# Stretching nickel disilicide: a forecast from compressed cells

Nickel disilicide, NiSi₂, is a metal that can be grown on silicon and can serve there as an electrical contact. Here the crystal is squeezed and stretched evenly in a density-functional calculation.

JDFTx 1.7.0 (patched build), plane-wave DFT with the PBE functional and PseudoDojo SR PBE 0.5 standard pseudopotentials, for NiSi₂ (Fm-3m, 3-atom cell) at scaled volumes. Collinear spins, no spin–orbit coupling, 9×9×9 k mesh, 1333.36 eV wavefunction cutoff, Fermi–Dirac smearing of 0.05 eV. Energies are counted from the minimum of a Birch–Murnaghan fit.

```
volume (Å³/atom)  energy (meV/atom)
           12.38              49.21
           12.64              28.03
           12.90              13.18
           13.17               4.08
           13.43               0.21
           13.69                  ?
           13.96                  ?
```

The volume $V$ and the energy $E$ are both counted per atom. The zero of energy is the minimum of a curve fitted to the calculation. Neighbouring volumes differ by equal steps of 2 % of the given cell, which has 13.17 Å³ per atom. The symmetry fixes every atomic position, so all Ni–Si contacts lengthen together as the cell grows.

## (a) What do the known energies say about stiffness?

Use the differences between neighbouring rows. Find out whether the crystal behaves like an ideal spring, and give a physical reason for the answer.

**Solution.** The energy falls by 21.18 meV in the first known step, but by only 3.87 meV in the last. A fall that slows down is what any spring shows on its way back to rest. The test of an ideal spring is whether successive steps differ by a constant amount. Call this difference the bend.

The three known bends are 6.33, 5.75 and 5.23 meV. Each is about 9 % smaller than the one before, so the crystal is not an ideal spring in volume. It becomes softer as it expands, even while it is still under pressure.

The bend has a direct mechanical meaning. The pressure is $P=-dE/dV$ and the bulk modulus is $B=-V\,dP/dV$, which together give

$$\frac{d^2E}{dV^2}=\frac{B}{V}.$$

A shrinking bend therefore means a falling $B/V$. If $B'=dB/dP$ is the rise of the modulus with pressure, a small relative increase in volume lowers $B/V$ by $(B'+1)$ times that increase. Many dense solids have $B'$ near 4, so a 2 % step should cost about $5\times2\,\%=10\,\%$, close to the 9 % seen here.

Part of this softening is geometry. The bond length grows only as the cube root of the volume, so even Ni–Si contacts that were ideal springs in their own length would lower the bend by about 4 % per step near the minimum. The rest of the 9 % needs an energy that is lopsided in the bond length as well. A physical explanation of that part starts from the overlap of neighbouring atoms. Where their electron clouds overlap, the Pauli principle forces electrons into states of higher kinetic energy. This repulsion fades quickly with distance, while the attraction that holds the crystal together changes more gently. Total energies do not separate the two contributions, so this explanation rests on theory and not on the table.

A nitrogen molecule offers a simpler picture. Its energy rises more steeply when the bond is shortened than when it is stretched by the same amount, again because repulsion has the shorter range.

## (b) What are the energies at 13.69 and 13.96 Å³?

Forecast both values with an error range. Compare the forecast with that of an ideal spring, whose energy is a parabola in volume.

**Solution.** The softening found in part (a) can be continued by hand. Let each new bend be 0.91 times the last:

- The next bend is $0.91\times5.23=4.76$ meV. The next step is then $-3.87+4.76=+0.89$ meV, which leads to $0.21+0.89=1.10$ meV at 13.69 Å³.
- The following bend is $0.91\times4.76=4.33$ meV. The step grows to $0.89+4.33=5.22$ meV, which leads to $1.10+5.22=6.32$ meV at 13.96 Å³.

The sign of the step changes because the crystal passes its resting volume. Beyond that point, expansion costs energy.

The third-order Birch–Murnaghan equation expresses the same softening in a smoother form:

$$E=a+b\,V^{-2/3}+c\,V^{-4/3}+d\,V^{-2}.$$

Its variable $V^{-2/3}$ is proportional to one over the square of the bond length. It changes faster with volume in a compressed crystal than in an expanded one, so the curve is naturally steeper on the compressed side. The four constants were found by least squares from the five known rows, with volumes taken as exact 2 % steps. Four constants can hardly fail to follow five smooth points, so the real test lies outside them.

The equation gives these forecasts:

- **13.69 Å³:** about 1.1 ± 0.1 meV per atom.
- **13.96 Å³:** about 6.3 ± 0.2 meV per atom, well below the parabola's value.

The ranges are judgements, not statistical confidence limits. The known energies are rounded to 0.01 meV, and extrapolation magnifies that rounding to at most about 0.05 meV at the first volume and 0.14 meV at the second. The rest of each range leaves room for terms beyond the equation.

A parabola fitted to the same five rows gives 2.5 and 10.5 meV. It looks respectable where it was fitted, with no error above about 0.2 meV. If the crystal goes on softening, however, both of its forecasts must be too high.

The upward turn is not a discovery. The minimum, modulus and $B'$ of a fit to all seven calculated energies, the two withheld ones included, were known when the forecast was made. None of these three constants entered the equation above, and the constant $a$ absorbs the choice of energy zero.

## (c) How do the two pictures fare?

Compare the forecasts with the computed energies, and explain the errors.

**Solution.** The calculation gives the following values.

The withheld rows as computed:

```
volume (Å³/atom)  energy (meV/atom)
           13.69               1.11
           13.96               6.36
```

Both Birch–Murnaghan forecasts fall within their ranges. They are too low by about 0.01 meV at 13.69 Å³ and 0.05 meV at 13.96 Å³. Rounding of the known energies alone could produce errors of this size, so they call for no physical explanation.

The parabola is too high by 1.4 meV at the first volume and 4.2 meV at the second. Its first value is more than twice the computed one, and its second is about two thirds too large. The reason is its constant bend of about 5.8 meV, an average over the compressed crystal. The computed energies continue the softening instead:

- around 13.43 Å³, the bend is $(1.11-0.21)-(0.21-4.08)=4.77$ meV;
- around 13.69 Å³, it is $(6.36-1.11)-(1.11-0.21)=4.35$ meV.

Each bend is again about 9 % smaller than the one before. The parabola thus treats the stretched crystal as if it had kept the stiffness of the squeezed one. An excess in the bend is added to every later step, and the steps add up to the energy. This is why a modest error in stiffness becomes a large error in energy only two steps beyond the known rows.

The compressed rows also locate the resting state well. Their Birch–Murnaghan curve has its minimum at 13.51 Å³ per atom and a bulk modulus of 144 GPa there. The fit to the calculated curve gives 13.508 Å³ and 144.6 GPa. The last known row lies so close to the minimum that little extrapolation is needed to find it.

The lesson concerns the direction of the volume change. A stiffness averaged over compressed cells overstates the energy needed to expand the crystal. For another dense solid with $B'$ near 4, a reasonable first guess is that the bend falls by about a tenth for each 2 % of added volume. The guess needs a crystal that keeps its structure and electronic state, and it should not be carried to large expansions.

The success in part (b) shows that one smooth, static energy curve can be continued over a short distance. The accuracy of the curve itself is a separate question. PBE often makes solids slightly too large and too soft, and only a comparison with measurement can show whether it does so for NiSi₂.
